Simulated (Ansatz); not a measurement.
An Ansatz run on BN built on the wurtzite prototype left the output below. The cell was relaxed with r2SCAN and then strained (isotropic -3.0 % on every length), with the atoms relaxed again with r2SCAN; k points keep the names of the unstrained zone.

The cell:
```
CELL_PARAMETERS angstrom
2.46763 0.00000 0.00000
-1.23382 2.13703 0.00000
0.00000 0.00000 4.08158
ATOMIC_POSITIONS crystal
B 0.33333 0.66667 0.00052
B 0.66667 0.33333 0.50052
N 0.33333 0.66667 0.37448
N 0.66667 0.33333 0.87448
```

The log, with set-up remarks and timings taken out:
```
scf.n_extra_bands = 5 over 8 filled bands (N_el = 16.0): the run solves 13 bands
Pseudopotential: B, paw, valence charge 3, recommended cutoff 420 eV (normal)
Pseudopotential: N, paw, valence charge 5, recommended cutoff 420 eV (normal)
Functional definition: HSE06
Crystal: 4 atoms, lattice volume = 21.524 Å³
Basis set: ecut = 420 eV, 391 PW (Γ)
Symmetry: 12 space group operations
Space group: P63mc (ITA 186)
k-points: 36 of 324 (time reversal used)
Exchange kernel: α = 0.2500, screened, ω = 0.2079 Å⁻¹, Wigner–Seitz truncation, v(0) = 1042.9968 eV·Å³, q-mesh 9×9×4
hybrid outer 1: dexx = +3.993e-3 eV, tail = 1.07e-5 eV
hybrid outer 2: dexx = +1.613e-7 eV, tail = 3.75e-9 eV, Δε = 1.91e-3 eV, ΔF = 5.46e-4 eV/Å
Free energy (F): -1084.639577 eV
Fermi energy:    12.059461 eV
--- Per-component energies (eV) ---
  E_band       = 44.010572
  E_kinetic    = 383.008515
  E_local      = -332.324979
  E_nonlocal   = 113.010436
  E_hartree    = 94.360958
  E_xc         = -153.569940
  E_vxc        = -189.246751
  E_exx        = -40.064500
  E_paw        = -410.550377
  E_vpaw       = -39.029623
  E_ewald      = -738.440489
  E_core_change = -0.069406
--- Forces (eV/Å), atoms counted from 1 ---
  atom   1  B       0.00000      0.00000    -0.01403
  atom   2  B       0.00000      0.00000    -0.01403
  atom   3  N       0.00000      0.00000      0.01401
  atom   4  N       0.00000      0.00000      0.01401
--- Stress (GPa, compression-positive) ---
       37.270378       0.000000       0.000000
        0.000000      37.270378       0.000000
        0.000000       0.000000      37.586013
  P = ⅓ Tr σ = 37.3756 GPa (373.756 kbar)
--- Band table (eV; the first three rows and the last of 36) ---
  k-point 0: bands = […, -0.7995, 9.5325, 9.5325, 11.7091, 12.0595, 12.0595, 22.5512, 22.5512, 22.9752, 24.4976, …]
  k-point 1: bands = […, 1.3211, 9.5915, 9.8410, 9.8410, 11.6099, 11.6099, 23.0447, 23.0447, 23.6379, 24.4142, …]
  k-point 2: bands = […, 5.3943, 5.3943, 10.6572, 10.6572, 10.6572, 10.6572, 24.1824, 24.1824, 24.3268, 24.3268, …]
  k-point 35: bands = […, 1.7399, 1.7399, 2.8621, 2.8621, 8.4458, 8.4458, 23.8233, 23.8233, 24.2834, 24.2834, …]
```

bands.tsv, columns around the gap (it counts bands from 0):
```tsv
# k_distance	band_3	band_4	band_5	band_6	band_7	band_8	band_9	band_10	band_11
# fermi_ev = 12.059461
# [0, 0, 0] at k_distance = 0.000000
# [0.5, 0, 0] at k_distance = 1.470073
# [0.3333333333, 0.3333333333, 0] at k_distance = 2.318820
# [0, 0, 0.5] at k_distance = 4.182667
# [0.5, 0, 0.5] at k_distance = 5.652740
# [0.3333333333, 0.3333333333, 0.5] at k_distance = 6.501487
# [0.1, 0, 0] at k_distance = 8.143414
# levels_relative_to = fermi_ev
0.000	-2.527	-2.527	-0.350	0.000	0.000	10.492	10.492	10.916	12.438
1.470	-9.133	-8.128	-5.928	-5.248	-2.503	8.516	9.786	12.911	14.077
2.319	-8.353	-8.353	-6.485	-6.403	-6.403	6.334	16.497	16.762	16.762
4.183	-6.665	-1.402	-1.402	-1.402	-1.402	12.123	12.123	12.267	12.267
5.653	-11.775	-4.482	-4.482	-4.237	-4.237	8.420	8.420	12.352	12.352
6.501	-10.320	-9.197	-9.197	-3.614	-3.614	11.764	11.764	12.224	12.224
8.143	-3.641	-2.998	-0.915	-0.600	-0.266	10.160	11.000	11.290	13.171
```
In order the rows are Γ, M, K, A, L, H, Γ–M (0.20).

Problem. Reconstruct the input.

Solution.
```yaml
crystal:
  # lattice and atoms as above
kpoints:
  mp_grid: { grid: [9, 9, 4] }
  band_path:
    path:
      - [0.0, 0.0, 0.0]
      - [0.5, 0.0, 0.0]
      - [0.3333333333, 0.3333333333, 0.0]
      - [0.0, 0.0, 0.5]
      - [0.5, 0.0, 0.5]
      - [0.3333333333, 0.3333333333, 0.5]
      - [0.1, 0.0, 0.0]
    npoints: 1
hamiltonian:
  xc: hse06
scf:
  occupations: { method: fixed }
  n_extra_bands: 5
output:
  forces: true
  stress: true
  eigenvalues: true
```
The exchange loop and the term E_exx show exact exchange. A single point prints forces and stress when the output block asks for them. Keys that only write grids to files are left aside. Not every key shows in the log; this is the file that was used.

Run as `ansatz run input.yaml --threads 4 --pin off --max-ram 4608MiB --backend cpu --events-out ev --progress --plain --runs-dir out`. Wall time 2.1 min on 4 threads of Intel(R) Xeon(R) Processor @ 2.50GHz (Skylake/Cascade Lake), with other jobs on the host, load about 0.8 per core; peak host memory 0.91 GiB.

Spin-unpolarised throughout; all numbers are computed.

The stress of a hybrid is loosely converged in these runs.

The meshes of the hybrids are coarse, so their gaps aren't converged to the digits shown.
